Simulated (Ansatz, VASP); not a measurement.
## ZnCu2 in VASP and in Ansatz

```
CELL_PARAMETERS angstrom
2.56562 0.00000 0.00000
-1.28281 2.22189 0.00000
0.00000 0.00000 6.19884
ATOMIC_POSITIONS crystal
Zn 0.00000 0.00000 0.00000
Cu 0.33333 0.66667 0.66266
Cu 0.66667 0.33333 0.33734
```

Alike in both runs: functional r2SCAN; k mesh 18 × 18 × 8; occupations gaussian, width 0.1 eV; no spin polarisation.

Ansatz relaxed the structure, and its values are those at the end. VASP's run is a single point on that final structure, the one shown.

|  | VASP | Ansatz |
| --- | --- | --- |
| version | VASP 6.6.1 | Ansatz 0.2.0 |
| potentials or method | VASP PAW PBE potentials, release 64 (Zn, Cu) | scalar-relativistic, plane waves, PAW |
| plane-wave cutoff (eV) | 520 | 500 |
| valence electrons in the cell | 34 | 50 |

VASP gave:

```
gap on the k mesh at the Fermi level (eV) : none
pressure (GPa)                            : 5.3
rms of the force components (eV/Å)        : 0.010
```

What did Ansatz give for the same quantities?

gap on the k mesh at the Fermi level (eV): none; pressure (GPa): 4.6; rms of the force components (eV/Å): 0.000.

A gap of «none» marks a metal or a gap that the smearing closes. The two sets of potentials don't hold the same shells in valence.

Caveats: the PAW data sets were made with another functional, which shifts forces and pressure a little (VASP).
